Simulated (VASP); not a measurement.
# C: single point with PBEsol

Slab: C, a slab with vacuum.

```xyz
2
Lattice="2.4664 0.0000 0.0000 -1.2332 2.1359 0.0000 0.0000 0.0000 8.6870" Properties=species:S:1:pos:R:3 pbc="T T T"
C     0.0000    1.4240   -0.0611
C     1.2332    0.7120    0.0611
```

The cell isn't the ideal one: strained and moved within a subgroup.

| Item | Value |
| --- | --- |
| Program | VASP 6.6.1 |
| Task | single point |
| Functional | PBEsol |
| Potentials or basis | VASP PAW PBE potentials, release 64 (C) |
| Cutoff | 520 eV |
| k mesh | 18 × 18 × 4 |
| Occupations | gaussian, width 0.1 eV |
| Spin | no spin polarisation |
| Dipole correction | no |
| Further INCAR settings | ALGO = Fast; EDIFF = 1e-06; NBANDS = 11 |

The largest force is 2.076 eV/Å. The band gap on the k mesh is none (metal or under the smearing width).

Forces in eV/Å, atoms in the order of the input:
```
C    0.000  0.000  2.076
C    0.000  0.000 -2.076
```

Levels at points of the mesh, in eV from the Fermi level:
| k point | band 1 | band 2 | band 3 | band 4 | band 5 | band 6 | band 7 | band 8 | band 9 |
| --- | --- | --- | --- | --- | --- | --- | --- | --- | --- |
| (0.00, 0.00, 0.00) | -19.41 | -7.58 | -2.84 | -2.84 | 3.11 | 5.46 | 6.73 | 8.31 | 8.31 |
| (0.50, 0.00, 0.00) | -14.13 | -13.13 | -6.24 | -2.32 | 1.58 | 7.39 | 11.03 | 11.19 | 12.67 |
| (0.00, 0.00, 0.50) | -19.41 | -7.58 | -2.84 | -2.84 | 3.73 | 3.98 | 8.31 | 8.31 | 8.92 |
| (0.50, 0.00, 0.50) | -14.13 | -13.13 | -6.24 | -2.32 | 1.58 | 7.39 | 11.38 | 11.69 | 12.00 |

Wall time 85 s on 1 thread of Intel(R) Xeon(R) Platinum 8488C (Sapphire Rapids) (shared host), peak memory 0.18 GiB.

Caveat: the PAW data sets were made with another functional, which shifts forces and pressure a little.
